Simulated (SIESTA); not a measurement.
TiO2 (Anatase):

```
CELL_PARAMETERS angstrom
-1.89210 1.89210 4.75730
1.89210 -1.89210 4.75730
1.89210 1.89210 -4.75730
ATOMIC_POSITIONS crystal
Ti 0.75000 0.25000 0.50000
Ti 0.00000 0.00000 0.00000
O 0.79190 0.79190 0.00000
O 0.54190 0.04190 0.50000
O 0.95810 0.45810 0.50000
O 0.20810 0.20810 0.00000
```

Base run:

| Item | Value |
| --- | --- |
| Program | SIESTA 5.4.2 |
| Functional | OLYP |
| Potentials or basis | PseudoDojo 0.4 standard (PBE files) |
| Basis | DZP (energy shift 0.002 Ry) |
| Grid cutoff | 800 Ry |
| Energy shift | 0.002 Ry |
| k mesh | 7 × 7 × 7 |
| Occupations | fermi-dirac, width 0.05 eV |
| Spin | no spin polarisation |

Its results: band gap on the k mesh 1.97 eV, indirect (least direct gap 2.29 eV); pressure 8.4 GPa; largest force 0.080 eV/Å.

**Question.** The run is repeated on the same cell with these changes: functional from OLYP to PBEGcGxHEG. What comes out?

**Answer.** Band gap on the k mesh 1.90 eV, indirect (least direct gap 2.24 eV); pressure 0.2 GPa; largest force 0.062 eV/Å.

Caveats: semicore shells carry a single zeta, which can move pressures by several GPa and volumes by a few percent; the potentials were made for another functional, which shifts forces and pressure; the basis of atomic orbitals isn't converged, which shifts pressures, moduli and gaps.

Not every run made on this cell is shown here.
